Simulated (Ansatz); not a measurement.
Crystal: CoO.

```
CELL_PARAMETERS angstrom
-1.50800 1.50800 2.10725
1.50800 -1.50800 2.10725
1.50800 1.50800 -2.10725
ATOMIC_POSITIONS crystal
Co 0.00000 0.00000 0.00000
O 0.50000 0.50000 0.00000
```

Base run:

```yaml
Program: Ansatz 0.2.0
Functional: PBEsol
Potentials_or_basis: Ansatz PAW
Cutoff: "420 eV (not typed: the program's choice for these potentials)"
k_mesh: 10 × 10 × 10
Occupations: fermi-dirac, width 0.05 eV
Spin: collinear spin, ferromagnetic start
Starting_moments: "[1.0, 0.0] μB"
Fixed_moment: 1 μB
```

Its results: pressure -24.5 GPa; site moments Co +0.94; O -0.00 μB.

**Question.** The run is repeated on the same cell with these changes: fixed moment from 1 μB to 2 μB; moments at the start from [1.0, 0.0] to [2.0, 0.0]. What comes out?

**Answer.** Pressure -17.4 GPa; site moments Co +1.80; O +0.10 μB.

Caveats: the total moment is fixed, so each spin has its own Fermi level; a cell with one magnetic atom can't hold antiferromagnetic order, which such compounds often take; the PAW data sets come from PBE, with cores solved anew for the run's functional, which leaves a small shift of forces and pressure; the thresholds are loose for stress.
